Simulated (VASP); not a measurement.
Wanted: the native input for a VASP 6.6.1 run.

```
Task                   : single point
Functional             : r2SCAN
Potentials or basis    : VASP PAW PBE potentials, release 64 (O)
Cutoff                 : 520 eV
k mesh                 : 8 × 8 × 8
Occupations            : fermi-dirac, width 0.1 eV
Spin                   : no spin polarisation
Dipole correction      : no
Further INCAR settings : ALGO = Normal; EDIFF = 1e-07; NBANDS = 13
```

Crystal: O.

```
O
1.0
     0.00000    1.47378    3.33451
     2.10104    0.00000    3.33451
     2.10104    1.47378    0.00000
O
2
Direct
  0.08710 0.08710 0.91290
  0.91290 0.91290 0.08710
```

One way to write it, as run:

POSCAR

```
O
1.0
    0.0000000000      1.4737802100      3.3345106000
    2.1010352700      0.0000000000      3.3345106000
    2.1010352700      1.4737802100      0.0000000000
O
2
Direct
    0.0871000000      0.0871000000      0.9129000000
    0.9129000000      0.9129000000      0.0871000000
```

INCAR.step1

```
SYSTEM = O
PREC = Accurate
ENCUT = 520
ISMEAR = -1
SIGMA = 0.1
LREAL = .False.
LASPH = .True.
NELM = 100
NBANDS = 13
GGA = PE
ALGO = Normal
EDIFF = 1E-4
LWAVE = .True.
LCHARG = .False.
```

INCAR.step2

```
SYSTEM = O
PREC = Accurate
ENCUT = 520
EDIFF = 1E-7
ISMEAR = -1
SIGMA = 0.1
LREAL = .False.
LASPH = .True.
NELM = 100
ALGO = Normal
ISIF = 2
LWAVE = .False.
LCHARG = .False.
METAGGA = R2SCAN
LMIXTAU = .True.
NBANDS = 13
ISTART = 1
```

KPOINTS

```
regular mesh
0
Gamma
  8 8 8
  0 0 0
```

Potentials or basis: VASP PAW PBE potentials, release 64 (O).

Launch:

```console
$ cat potpaw_PBE.64/O/POTCAR > POTCAR
$ cp INCAR.step1 INCAR
$ mpirun -np 1 vasp_std > vasp.out
$ cp INCAR.step2 INCAR
$ mpirun -np 1 vasp_std > vasp.out
```

Results of the run:

| Property | Result |
| --- | --- |
| Pressure | 14.8 GPa |
| Largest force | 5.678 eV/Å |
| Band gap on the k mesh | none (metal or under the smearing width) |

Caveat: the standard files for N, O and F lose accuracy on very short bonds; spin is off for a triplet molecule; the PAW data sets were made with another functional, which shifts forces and pressure a little.

It took 98 s on 1 thread of Intel(R) Xeon(R) Platinum 8488C (Sapphire Rapids), with other jobs on the host, peak memory 0.15 GiB.
